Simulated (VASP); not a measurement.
Calculation: PBE GGA, VASP's PBE PAW potentials (set 64) (plane waves; VASP 6.6.1).

A VASP calculation is set up with these files.

KPOINTS:
```
Automatic mesh
0
Gamma
6 6 6
0 0 0
```

**INCAR**
```
LWAVE  =  .FALSE.
PREC  =  Accurate
SYSTEM  =  CaF2
ISMEAR  =  0   ! Gaussian
SIGMA  =  0.05   ! width (eV)
ALGO  =  Normal   ! blocked Davidson
EDIFFG  =  -0.02   ! ionic stop
IBRION  =  2   ! conjugate gradients
NSW  =  60   ! most ionic steps
NELM  =  100   ! most electronic steps
LREAL  =  .FALSE.
LASPH  =  .TRUE.
LCHARG  =  .FALSE.
GGA  =  PE   ! PBE
EDIFF  =  1E-6   ! SCF stop (eV)
ENCUT  =  530   ! plane-wave cut-off (eV)
ISIF  =  3   ! ions, shape and volume
```

File POSCAR:
```
CaF2
1
    0.0000000000     2.7602351717     2.7602351717
    2.7602351717     0.0000000000     2.7602351717
    2.7602351717     2.7602351717    -0.0000000000
Ca F
1 2
Direct
  1.0000000000   1.0000000000   1.0000000000
  0.2500000000   0.2500000000   0.2500000000
  0.7500000000   0.7500000000   0.7500000000
```

POTCAR, in this order: Ca_sv F (PBE.64 set). Program: vasp_std.

The run wrote:

File OSZICAR:
```
       N       E                     dE             d eps       ncg     rms          rms(c)
DAV:   1     0.227521260773E+03    0.22752E+03   -0.13931E+04   512   0.153E+03
DAV:   2    -0.900206873132E+01   -0.23652E+03   -0.23426E+03   672   0.397E+02
DAV:   3    -0.182974031986E+02   -0.92953E+01   -0.92898E+01   560   0.889E+01
DAV:   4    -0.186509764100E+02   -0.35357E+00   -0.35347E+00   920   0.135E+01
DAV:   5    -0.186524654945E+02   -0.14891E-02   -0.14891E-02   552   0.938E-01    0.803E+00
DAV:   6    -0.173113774333E+02    0.13411E+01   -0.74089E+00   536   0.191E+01    0.314E+00
DAV:   7    -0.173167127914E+02   -0.53354E-02   -0.19484E-01   664   0.393E+00    0.168E+00
DAV:   8    -0.173354250645E+02   -0.18712E-01   -0.33956E-02   664   0.229E+00    0.199E-01
DAV:   9    -0.173399390323E+02   -0.45140E-02   -0.83061E-03   640   0.719E-01    0.137E-01
DAV:  10    -0.173408581636E+02   -0.91913E-03   -0.14690E-03   632   0.291E-01    0.317E-02
DAV:  11    -0.173408710517E+02   -0.12888E-04   -0.10339E-04   704   0.887E-02    0.172E-02
DAV:  12    -0.173408779388E+02   -0.68871E-05   -0.22546E-05   656   0.468E-02    0.311E-03
DAV:  13    -0.173408784052E+02   -0.46641E-06   -0.46208E-06   640   0.172E-02
   1 F= -.17340878E+02 E0= -.17340878E+02  d E =-.173409E+02
```

### OUTCAR
```
------------------------ aborting loop because EDIFF is reached ----------------------------------------
  FORCE on cell =-STRESS in cart. coord.  units (eV):
  Direction    XX          YY          ZZ          XY          YZ          ZX
  --------------------------------------------------------------------------------------
  Total       -0.0309260     -0.0309260     -0.0309260      0.0000000      0.0000000      0.0000000
  in kB       -1.1780568     -1.1780568     -1.1780568      0.0000000      0.0000000      0.0000000
  external PRESSURE =      -1.1780568 kB  Pullay stress =       0.0000000 kB
  volume of cell :       42.06
      direct lattice vectors                 reciprocal lattice vectors
     0.000000000  2.760235172  2.760235172    -0.181143986  0.181143986  0.181143986
     2.760235172  0.000000000  2.760235172     0.181143986 -0.181143986  0.181143986
     2.760235172  2.760235172  0.000000000     0.181143986  0.181143986 -0.181143986
 POSITION                                       TOTAL-FORCE (eV/Angst)
 -----------------------------------------------------------------------------------
      0.00000      0.00000      0.00000         0.000000      0.000000      0.000000
      1.38012      1.38012      1.38012         0.000000     -0.000000     -0.000000
      4.14035      4.14035      4.14035        -0.000000      0.000000      0.000000
 -----------------------------------------------------------------------------------
    total drift:                                0.000000     -0.000000      0.000000
  FREE ENERGIE OF THE ION-ELECTRON SYSTEM (eV)
  ---------------------------------------------------
  free  energy   TOTEN  =       -17.3408784052 eV

  energy  without entropy=      -17.3408784052  energy(sigma->0) =      -17.34087841

 reached required accuracy - stopping structural energy minimisation
```
(Selected blocks of OUTCAR.)

The compound is CaF2 in the fluorite structure. It was relaxed first. The start is the result of an earlier pass.
